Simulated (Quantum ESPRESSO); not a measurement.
# In2Se2, 1 layer, rectangular cell, stepped through strain along the first axis, part 5 of 7

Aim: how the results for In2Se2, 1 layer, rectangular cell change with strain along the first axis.

Quantum ESPRESSO 7.5; plane-wave DFT, PBE, GBRV ultrasoft pseudopotentials.

So far. Step 3 (Relaxing the ions, -4 %): The relaxation lowers the energy by 5 meV an atom. Step 6 (Bands along a path, -4 %): Along this path the valence top lies between Γ and X and the conduction bottom at Γ.

## (7) Relaxing the ions, -3 %

Contents of m1.relax.in:

```
&control
  prefix = 'm1.relax'
  outdir = './out'
  pseudo_dir = './pseudo'
  nstep = 40
  forc_conv_thr = 0.0003
  calculation = 'relax'
  tstress = .true.
/
&system
  ibrav = 0
  nat = 8
  ntyp = 2
  ecutwfc = 50
  ecutrho = 250
  occupations = 'smearing'
  smearing = 'fd'
  degauss = 0.002
/
&electrons
  conv_thr = 1e-09
  mixing_beta = 0.4
  electron_maxstep = 120
  mixing_mode = 'plain'
/
&ions
/
ATOMIC_SPECIES
  Se  78.9710  se_pbe_v1.uspp.F.UPF
  In  114.8180  in_pbe_v1.4.uspp.F.UPF
CELL_PARAMETERS angstrom
  3.95849717046000 0.00000000000000 0.00000000000000
  0.00000000000000 7.06788813800000 0.00000000000000
  0.00000000000000 0.00000000000000 20.14290946400000
ATOMIC_POSITIONS crystal
  Se  0.000000000000 0.333334341600 0.366558047100
  Se  0.500000000000 0.833334386500 0.366557955300
  In  0.000000000000 -0.000001105000 0.429924743200
  In  0.500000000000 0.499999043600 0.429924757800
  In  0.000000000000 -0.000001105000 0.570075256800
  In  0.500000000000 0.499999043600 0.570075242200
  Se  0.000000000000 0.333334341600 0.633441952900
  Se  0.500000000000 0.833334386500 0.633442044700
K_POINTS automatic
  8 4 1 0 0 0
```

The run is started by

```sh
> OMP_NUM_THREADS=1 mpirun -n 4 pw.x -nk 2 -in m1.relax.in > m1.relax.out
```

What it wrote:

```text
[banner, memory and clock lines left out]
Program PWSCF v.7.5 starts
[...]
Message from routine setup:
[...]
number of electrons       =        76.00
     number of Kohn-Sham states=           46
     kinetic-energy cutoff     =      50.0000  Ry
     charge density cutoff     =     250.0000  Ry
[...]
number of k points=    15  Fermi-Dirac smearing, width (Ry)=  0.0020
[...]
Dense  grid:   253917 G-vectors     FFT dimensions: (  40,  72, 192)
[...]
negative rho (up, down):  9.563E-04 0.000E+00
     Starting wfcs are   52 randomized atomic wfcs
[...]
negative rho (up, down):  8.289E-04 0.000E+00
[...]
estimated scf accuracy    <       7.96930696 Ry
[...]
negative rho (up, down):  9.085E-04 0.000E+00
[...]
estimated scf accuracy    <       0.16471959 Ry
[...]
negative rho (up, down):  9.929E-04 0.000E+00
[...]
estimated scf accuracy    <       0.08483755 Ry
[...]
negative rho (up, down):  1.064E-03 0.000E+00
[...]
estimated scf accuracy    <       0.01468539 Ry
[...]
negative rho (up, down):  1.090E-03 0.000E+00
[...]
estimated scf accuracy    <       0.00100268 Ry
[...]
negative rho (up, down):  1.110E-03 0.000E+00
[...]
estimated scf accuracy    <       0.00013575 Ry
[...]
negative rho (up, down):  1.118E-03 0.000E+00
[...]
estimated scf accuracy    <       0.00003152 Ry
[...]
negative rho (up, down):  1.122E-03 0.000E+00
[...]
estimated scf accuracy    <       0.00000804 Ry
[...]
negative rho (up, down):  1.126E-03 0.000E+00
[...]
estimated scf accuracy    <       0.00000043 Ry
[...]
negative rho (up, down):  1.128E-03 0.000E+00
[...]
estimated scf accuracy    <       0.00000007 Ry
[...]
negative rho (up, down):  1.130E-03 0.000E+00
[...]
estimated scf accuracy    <       0.00000002 Ry
[...]
negative rho (up, down):  1.132E-03 0.000E+00
[...]
the Fermi energy is    -0.5505 ev
!    total energy              =    -708.63033461 Ry
     estimated scf accuracy    <          1.8E-10 Ry
     smearing contrib. (-TS)   =      -0.00000000 Ry
     internal energy E=F+TS    =    -708.63033461 Ry
[...]
one-electron contribution =   -2229.11988940 Ry
     hartree contribution      =    1145.04152441 Ry
     xc contribution           =    -269.97727044 Ry
     ewald contribution        =     645.42530081 Ry
     convergence has been achieved in  12 iterations
     negative rho (up, down):  1.132E-03 0.000E+00
[...]
Total force =     0.029460     Total SCF correction =     0.000056
[...]
negative rho (up, down):  1.132E-03 0.000E+00
[...]
negative rho (up, down):  1.129E-03 0.000E+00
[...]
negative rho (up, down):  1.133E-03 0.000E+00
[...]
estimated scf accuracy    <       0.00025721 Ry
[...]
negative rho (up, down):  1.135E-03 0.000E+00
[...]
estimated scf accuracy    <       0.00025498 Ry
[...]
negative rho (up, down):  1.136E-03 0.000E+00
[...]
estimated scf accuracy    <       0.00000177 Ry
[...]
negative rho (up, down):  1.137E-03 0.000E+00
[...]
estimated scf accuracy    <       0.00000070 Ry
[...]
negative rho (up, down):  1.138E-03 0.000E+00
[...]
estimated scf accuracy    <       0.00000004 Ry
[...]
negative rho (up, down):  1.138E-03 0.000E+00
[...]
estimated scf accuracy    <          5.4E-09 Ry
[...]
negative rho (up, down):  1.139E-03 0.000E+00
[...]
the Fermi energy is    -0.5667 ev
!    total energy              =    -708.63105548 Ry
     estimated scf accuracy    <          1.5E-10 Ry
     smearing contrib. (-TS)   =      -0.00000000 Ry
     internal energy E=F+TS    =    -708.63105548 Ry
[...]
one-electron contribution =   -2229.39693605 Ry
     hartree contribution      =    1145.17282447 Ry
     xc contribution           =    -269.96522107 Ry
     ewald contribution        =     645.55827717 Ry
     convergence has been achieved in   7 iterations
     negative rho (up, down):  1.139E-03 0.000E+00
[...]
Total force =     0.019707     Total SCF correction =     0.000009
[...]
negative rho (up, down):  1.139E-03 0.000E+00
[...]
negative rho (up, down):  1.136E-03 0.000E+00
[...]
negative rho (up, down):  1.139E-03 0.000E+00
[...]
estimated scf accuracy    <       0.00018278 Ry
[...]
negative rho (up, down):  1.141E-03 0.000E+00
[...]
estimated scf accuracy    <       0.00018873 Ry
[...]
negative rho (up, down):  1.142E-03 0.000E+00
[...]
estimated scf accuracy    <       0.00000187 Ry
[...]
negative rho (up, down):  1.143E-03 0.000E+00
[...]
estimated scf accuracy    <       0.00000066 Ry
[...]
negative rho (up, down):  1.144E-03 0.000E+00
[...]
estimated scf accuracy    <       0.00000004 Ry
[...]
negative rho (up, down):  1.144E-03 0.000E+00
[...]
estimated scf accuracy    <       0.00000001 Ry
[...]
negative rho (up, down):  1.144E-03 0.000E+00
[...]
estimated scf accuracy    <          2.7E-10 Ry
[...]
negative rho (up, down):  1.144E-03 0.000E+00
[...]
the Fermi energy is    -0.5829 ev
!    total energy              =    -708.63151798 Ry
     estimated scf accuracy    <          3.5E-11 Ry
     smearing contrib. (-TS)   =      -0.00000000 Ry
     internal energy E=F+TS    =    -708.63151798 Ry
[...]
one-electron contribution =   -2229.11671548 Ry
     hartree contribution      =    1145.02608739 Ry
     xc contribution           =    -269.95281393 Ry
     ewald contribution        =     645.41192404 Ry
     convergence has been achieved in   8 iterations
     negative rho (up, down):  1.144E-03 0.000E+00
[...]
Total force =     0.010916     Total SCF correction =     0.000035
[...]
negative rho (up, down):  1.144E-03 0.000E+00
[...]
negative rho (up, down):  1.141E-03 0.000E+00
[...]
negative rho (up, down):  1.143E-03 0.000E+00
[...]
estimated scf accuracy    <       0.00010190 Ry
[...]
negative rho (up, down):  1.144E-03 0.000E+00
[...]
estimated scf accuracy    <       0.00011644 Ry
[...]
negative rho (up, down):  1.145E-03 0.000E+00
[...]
estimated scf accuracy    <       0.00000248 Ry
[...]
negative rho (up, down):  1.146E-03 0.000E+00
[...]
estimated scf accuracy    <       0.00000060 Ry
[...]
negative rho (up, down):  1.147E-03 0.000E+00
[...]
estimated scf accuracy    <       0.00000005 Ry
[...]
negative rho (up, down):  1.147E-03 0.000E+00
[...]
estimated scf accuracy    <       0.00000003 Ry
[...]
negative rho (up, down):  1.147E-03 0.000E+00
[...]
one-electron contribution =   -2227.76371565 Ry
     hartree contribution      =    1144.34359728 Ry
     xc contribution           =    -269.93859955 Ry
     ewald contribution        =     644.72697434 Ry
     convergence has been achieved in   8 iterations
     negative rho (up, down):  1.148E-03 0.000E+00
[...]
Total force =     0.006424     Total SCF correction =     0.000030
[...]
negative rho (up, down):  1.148E-03 0.000E+00
[...]
negative rho (up, down):  1.146E-03 0.000E+00
[...]
negative rho (up, down):  1.146E-03 0.000E+00
[...]
estimated scf accuracy    <       0.00001821 Ry
[...]
negative rho (up, down):  1.146E-03 0.000E+00
[...]
estimated scf accuracy    <       0.00001651 Ry
[...]
negative rho (up, down):  1.146E-03 0.000E+00
[...]
estimated scf accuracy    <       0.00000024 Ry
[...]
negative rho (up, down):  1.146E-03 0.000E+00
[...]
estimated scf accuracy    <       0.00000004 Ry
[...]
negative rho (up, down):  1.146E-03 0.000E+00
[...]
estimated scf accuracy    <          3.2E-09 Ry
[...]
negative rho (up, down):  1.146E-03 0.000E+00
[...]
estimated scf accuracy    <          2.3E-10 Ry
[...]
negative rho (up, down):  1.146E-03 0.000E+00
[...]
the Fermi energy is    -0.6012 ev
!    total energy              =    -708.63178806 Ry
     estimated scf accuracy    <          1.7E-11 Ry
     smearing contrib. (-TS)   =      -0.00000000 Ry
     internal energy E=F+TS    =    -708.63178806 Ry
[...]
one-electron contribution =   -2226.52771383 Ry
     hartree contribution      =    1143.72642255 Ry
     xc contribution           =    -269.93588523 Ry
     ewald contribution        =     644.10538844 Ry
     convergence has been achieved in   7 iterations
     negative rho (up, down):  1.146E-03 0.000E+00
[...]
Total force =     0.005774     Total SCF correction =     0.000016
[...]
negative rho (up, down):  1.146E-03 0.000E+00
[...]
negative rho (up, down):  1.145E-03 0.000E+00
[...]
negative rho (up, down):  1.143E-03 0.000E+00
[...]
estimated scf accuracy    <       0.00007083 Ry
[...]
negative rho (up, down):  1.143E-03 0.000E+00
[...]
estimated scf accuracy    <       0.00006674 Ry
[...]
negative rho (up, down):  1.143E-03 0.000E+00
[...]
estimated scf accuracy    <       0.00000041 Ry
[...]
negative rho (up, down):  1.143E-03 0.000E+00
[...]
estimated scf accuracy    <       0.00000010 Ry
[...]
negative rho (up, down):  1.143E-03 0.000E+00
[...]
estimated scf accuracy    <          5.4E-09 Ry
[...]
negative rho (up, down):  1.143E-03 0.000E+00
[...]
estimated scf accuracy    <          2.9E-10 Ry
[...]
negative rho (up, down):  1.143E-03 0.000E+00
[...]
estimated scf accuracy    <          3.7E-11 Ry
[...]
negative rho (up, down):  1.143E-03 0.000E+00
[...]
the Fermi energy is    -0.6000 ev
!    total energy              =    -708.63183942 Ry
     estimated scf accuracy    <          2.2E-12 Ry
     smearing contrib. (-TS)   =      -0.00000000 Ry
     internal energy E=F+TS    =    -708.63183942 Ry
[...]
one-electron contribution =   -2224.63734286 Ry
     hartree contribution      =    1142.78387603 Ry
     xc contribution           =    -269.93361586 Ry
     ewald contribution        =     643.15524327 Ry
     convergence has been achieved in   8 iterations
     negative rho (up, down):  1.143E-03 0.000E+00
[...]
Total force =     0.004419     Total SCF correction =     0.000003
[...]
negative rho (up, down):  1.143E-03 0.000E+00
[...]
negative rho (up, down):  1.140E-03 0.000E+00
[...]
negative rho (up, down):  1.138E-03 0.000E+00
[...]
estimated scf accuracy    <       0.00021586 Ry
[...]
negative rho (up, down):  1.138E-03 0.000E+00
[...]
estimated scf accuracy    <       0.00018752 Ry
[...]
negative rho (up, down):  1.138E-03 0.000E+00
[...]
estimated scf accuracy    <       0.00000119 Ry
[...]
negative rho (up, down):  1.138E-03 0.000E+00
[...]
estimated scf accuracy    <       0.00000030 Ry
[...]
negative rho (up, down):  1.138E-03 0.000E+00
[...]
estimated scf accuracy    <       0.00000003 Ry
[...]
negative rho (up, down):  1.138E-03 0.000E+00
[...]
estimated scf accuracy    <          3.1E-09 Ry
[...]
negative rho (up, down):  1.138E-03 0.000E+00
[...]
estimated scf accuracy    <          4.8E-10 Ry
[...]
negative rho (up, down):  1.138E-03 0.000E+00
[...]
estimated scf accuracy    <          1.5E-10 Ry
[...]
negative rho (up, down):  1.137E-03 0.000E+00
[...]
the Fermi energy is    -0.5958 ev
!    total energy              =    -708.63188792 Ry
     estimated scf accuracy    <          1.6E-12 Ry
     smearing contrib. (-TS)   =      -0.00000000 Ry
     internal energy E=F+TS    =    -708.63188792 Ry
[...]
one-electron contribution =   -2221.44551207 Ry
     hartree contribution      =    1141.19286870 Ry
     xc contribution           =    -269.93072085 Ry
     ewald contribution        =     641.55147630 Ry
     convergence has been achieved in   9 iterations
     negative rho (up, down):  1.137E-03 0.000E+00
[...]
Total force =     0.002834     Total SCF correction =     0.000003
[...]
negative rho (up, down):  1.137E-03 0.000E+00
[...]
negative rho (up, down):  1.136E-03 0.000E+00
[...]
negative rho (up, down):  1.135E-03 0.000E+00
[...]
estimated scf accuracy    <       0.00007726 Ry
[...]
negative rho (up, down):  1.135E-03 0.000E+00
[...]
estimated scf accuracy    <       0.00007298 Ry
[...]
negative rho (up, down):  1.135E-03 0.000E+00
[...]
estimated scf accuracy    <       0.00000032 Ry
[...]
negative rho (up, down):  1.135E-03 0.000E+00
[...]
estimated scf accuracy    <       0.00000010 Ry
[...]
negative rho (up, down):  1.135E-03 0.000E+00
[...]
estimated scf accuracy    <          4.1E-09 Ry
[...]
negative rho (up, down):  1.135E-03 0.000E+00
[...]
estimated scf accuracy    <          4.2E-10 Ry
[...]
negative rho (up, down):  1.135E-03 0.000E+00
[...]
estimated scf accuracy    <          3.2E-11 Ry
[...]
negative rho (up, down):  1.135E-03 0.000E+00
[...]
estimated scf accuracy    <          1.2E-11 Ry
[...]
negative rho (up, down):  1.135E-03 0.000E+00
[...]
the Fermi energy is    -0.5920 ev
!    total energy              =    -708.63190220 Ry
     estimated scf accuracy    <          1.5E-12 Ry
     smearing contrib. (-TS)   =      -0.00000000 Ry
     internal energy E=F+TS    =    -708.63190220 Ry
[...]
one-electron contribution =   -2219.57297487 Ry
     hartree contribution      =    1140.25944498 Ry
     xc contribution           =    -269.92903154 Ry
     ewald contribution        =     640.61065923 Ry
     convergence has been achieved in   9 iterations
     negative rho (up, down):  1.135E-03 0.000E+00
[...]
Total force =     0.002624     Total SCF correction =     0.000006
[...]
negative rho (up, down):  1.135E-03 0.000E+00
[...]
negative rho (up, down):  1.133E-03 0.000E+00
[...]
negative rho (up, down):  1.133E-03 0.000E+00
[...]
estimated scf accuracy    <       0.00003856 Ry
[...]
negative rho (up, down):  1.133E-03 0.000E+00
[...]
estimated scf accuracy    <       0.00003677 Ry
[...]
negative rho (up, down):  1.133E-03 0.000E+00
[...]
estimated scf accuracy    <       0.00000020 Ry
[...]
negative rho (up, down):  1.133E-03 0.000E+00
[...]
estimated scf accuracy    <       0.00000006 Ry
[...]
negative rho (up, down):  1.133E-03 0.000E+00
[...]
estimated scf accuracy    <          2.5E-09 Ry
[...]
negative rho (up, down):  1.133E-03 0.000E+00
[...]
estimated scf accuracy    <          2.2E-10 Ry
[...]
negative rho (up, down):  1.133E-03 0.000E+00
[...]
estimated scf accuracy    <          1.4E-11 Ry
[...]
negative rho (up, down):  1.133E-03 0.000E+00
[...]
```

It took 16 min on 4 MPI ranks of Arm Neoverse V2, shared host; peak memory 1.6 GiB; 64 min of CPU time.

The steps of the relaxation:

| step | energy less that of the first step (eV) | largest force (eV/Å) |
| --- | --- | --- |
| 1 | 0.0000 | 0.2724 |
| 2 | -0.0098 | 0.1920 |
| 3 | -0.0161 | 0.1195 |
| 4 | -0.0192 | 0.0734 |
| 5 | -0.0198 | 0.0702 |
| 6 | -0.0205 | 0.0533 |
| 7 | -0.0211 | 0.0261 |
| 8 | -0.0213 | 0.0273 |
| 9 | -0.0215 | 0.0223 |
| 10 | -0.0216 | 0.0153 |
| 11 | -0.0217 | 0.0060 |

The atoms that moved most (Å):

| atom | dx | dy | dz | length |
| --- | --- | --- | --- | --- |
| Se8 | 0.000 | -0.013 | 0.031 | 0.034 |
| Se2 | 0.000 | -0.013 | -0.031 | 0.034 |
| Se1 | 0.000 | -0.013 | -0.031 | 0.034 |
| Se7 | 0.000 | -0.013 | 0.031 | 0.034 |
| In6 | 0.000 | 0.013 | -0.002 | 0.013 |
| In4 | 0.000 | 0.013 | 0.002 | 0.013 |
| In3 | 0.000 | 0.013 | 0.002 | 0.013 |
| In5 | 0.000 | 0.013 | -0.002 | 0.013 |

The relaxation lowers the energy by 3 meV an atom.

Read from the output:

- free energy: -9641.4285 eV
- Fermi energy: -0.5835 eV

## (8) Ground state, -3 %

Contents of m1.scf.in:

```
&control
  prefix = 'm1.scf'
  outdir = './out'
  pseudo_dir = './pseudo'
  calculation = 'scf'
  tprnfor = .true.
/
&system
  ibrav = 0
  nat = 8
  ntyp = 2
  ecutwfc = 40
  ecutrho = 200
  occupations = 'smearing'
  smearing = 'fd'
  degauss = 0.002
  nbnd = 42
/
&electrons
  conv_thr = 1e-09
  mixing_beta = 0.4
  electron_maxstep = 120
  mixing_mode = 'plain'
/
ATOMIC_SPECIES
  Se  78.9710  se_pbe_v1.uspp.F.UPF
  In  114.8180  in_pbe_v1.4.uspp.F.UPF
CELL_PARAMETERS angstrom
  3.95849717046000 0.00000000000000 0.00000000000000
  0.00000000000000 7.06788813800000 0.00000000000000
  0.00000000000000 0.00000000000000 20.14290946400000
ATOMIC_POSITIONS crystal
  Se  0.000000000000 0.331498072700 0.365019461000
  Se  0.500000000000 0.831498136300 0.365019305200
  In  0.000000000000 0.001835074700 0.430006701200
  In  0.500000000000 0.501835383000 0.430006711000
  In  0.000000000000 0.001835074700 0.569993298800
  In  0.500000000000 0.501835383000 0.569993289000
  Se  0.000000000000 0.331498072700 0.634980539000
  Se  0.500000000000 0.831498136300 0.634980694800
K_POINTS automatic
  8 4 1 0 0 0
```

The run is started by

```sh
> OMP_NUM_THREADS=1 mpirun -n 4 pw.x -nk 2 -in m1.scf.in > m1.scf.out
```

What it wrote:

```text
[banner, memory and clock lines left out]
Program PWSCF v.7.5 starts
[...]
Message from routine setup:
[...]
number of electrons       =        76.00
     number of Kohn-Sham states=           42
     kinetic-energy cutoff     =      40.0000  Ry
     charge density cutoff     =     200.0000  Ry
[...]
number of k points=    15  Fermi-Dirac smearing, width (Ry)=  0.0020
[...]
Dense  grid:   181687 G-vectors     FFT dimensions: (  36,  64, 180)
[...]
negative rho (up, down):  6.319E-04 0.000E+00
     Starting wfcs are   52 randomized atomic wfcs
[...]
negative rho (up, down):  4.815E-04 0.000E+00
[...]
estimated scf accuracy    <       7.85547362 Ry
[...]
negative rho (up, down):  4.932E-04 0.000E+00
[...]
estimated scf accuracy    <       0.13675840 Ry
[...]
negative rho (up, down):  5.366E-04 0.000E+00
[...]
estimated scf accuracy    <       0.04292060 Ry
[...]
negative rho (up, down):  6.790E-04 0.000E+00
[...]
estimated scf accuracy    <       0.01256288 Ry
[...]
negative rho (up, down):  6.277E-04 0.000E+00
[...]
estimated scf accuracy    <       0.00151459 Ry
[...]
negative rho (up, down):  6.310E-04 0.000E+00
[...]
estimated scf accuracy    <       0.00011764 Ry
[...]
negative rho (up, down):  6.250E-04 0.000E+00
[...]
estimated scf accuracy    <       0.00008458 Ry
[...]
negative rho (up, down):  6.244E-04 0.000E+00
[...]
estimated scf accuracy    <       0.00001135 Ry
[...]
negative rho (up, down):  6.256E-04 0.000E+00
[...]
estimated scf accuracy    <       0.00000115 Ry
[...]
negative rho (up, down):  6.266E-04 0.000E+00
[...]
estimated scf accuracy    <       0.00000038 Ry
[...]
negative rho (up, down):  6.273E-04 0.000E+00
[...]
estimated scf accuracy    <       0.00000002 Ry
[...]
negative rho (up, down):  6.277E-04 0.000E+00
[...]
estimated scf accuracy    <          3.0E-09 Ry
[...]
negative rho (up, down):  6.284E-04 0.000E+00
[...]
the Fermi energy is    -0.3890 ev
!    total energy              =    -708.61690122 Ry
     estimated scf accuracy    <          1.5E-10 Ry
     smearing contrib. (-TS)   =      -0.00000000 Ry
     internal energy E=F+TS    =    -708.61690122 Ry
[...]
one-electron contribution =   -2216.52272380 Ry
     hartree contribution      =    1138.73623454 Ry
     xc contribution           =    -269.92008791 Ry
     ewald contribution        =     639.08967595 Ry
     convergence has been achieved in  13 iterations
     negative rho (up, down):  6.284E-04 0.000E+00
[...]
Total force =     0.000597     Total SCF correction =     0.000083
[...]
```

Wall time 86 s (4 MPI ranks); peak memory 1.1 GiB.

Read from the output:

```
free energy                          : -9641.2241 eV
Fermi energy                         : -0.389 eV
valence top, on the run's zero       : -1.235 eV
conduction bottom, on the run's zero : 0.4039 eV
gap by band count                    : 1.639 eV
```

(Part 5 of 7 ends here.)

[Logs are printed without paths, hosts, clocks, repeated set-up lines and the standing remarks that a program may print on its own settings, such as how far it seeks lower states.]

[Hosts, paths, dates, database ids (printed as entryN), source tags and the programs' standing remarks are cut or masked in the printed files.]

[Maps of the electrostatic potential energy from Ansatz leave out the sawtooth potential of an applied field or a dipole correction, so their vacuum need not be flat; planar profiles and work functions include it.]
